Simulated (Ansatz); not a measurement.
Crystal: SnO2.

```xyz
6
Lattice="-2.0001 2.0001 5.1237 2.0001 -2.0001 5.1237 2.0001 2.0001 -5.1237" Properties=species:S:1:pos:R:3 pbc="T T T"
Sn    0.0000    0.0000    0.0000
Sn    0.0000    2.0001    2.5618
O     0.0000    2.0001    0.4767
O     0.0000    0.0000    2.0851
O     0.0000    2.0001    4.6469
O     0.0000    0.0000    8.1623
```

Measurements of this composition are mostly on another form, of space group No. 136.

```yaml
Program: Ansatz 0.2.0
Task: relaxation of cell and atoms
Functional: PBE
Potentials_or_basis: Ansatz PAW
Cutoff: "420 eV (not typed: the program's choice for these potentials)"
k_mesh: 9 × 9 × 9
Occupations: fermi-dirac, width 0.05 eV
Spin: no spin polarisation
```

At the start: volume 13.66 Å³/atom.

Problem. How do energy, volume and symmetry change on relaxing?

Solution. It ends after 7 steps and the volume is 14.18 Å³/atom (+3.8 %); space group I4_1/amd (No. 141, to 0.05 Å).

The path:
```
step  energy change (eV)  largest force (eV/Å)  volume (Å³)
   1              0.0000                0.0404        81.98
   2             -0.0374                0.0359        84.71
   3             -0.0373                0.0237        84.90
   4             -0.0374                0.0026        84.92
   5             -0.0539                0.0022        84.92
   6             -0.0533                0.0002        85.08
   7             -0.0540                0.0003        85.08
```

Final structure:
```
Sn O
1.0
    -2.02614    2.02614    5.18133
     2.02614   -2.02614    5.18133
     2.02614    2.02614   -5.18133
Sn O
2 4
Cartesian
  0.0000 0.0000 0.0000
  0.0000 2.0261 2.5907
  0.0000 2.0261 0.4932
  0.0000 0.0000 2.0975
  0.0000 2.0261 4.6882
  0.0000 0.0000 8.2652
```

Caveat: the plane-wave basis is chosen anew once the cell has moved, so the energies of steps on either side of that aren't comparable; the pressure holds a Pulay correction of +0.7 GPa for the finite cutoff.
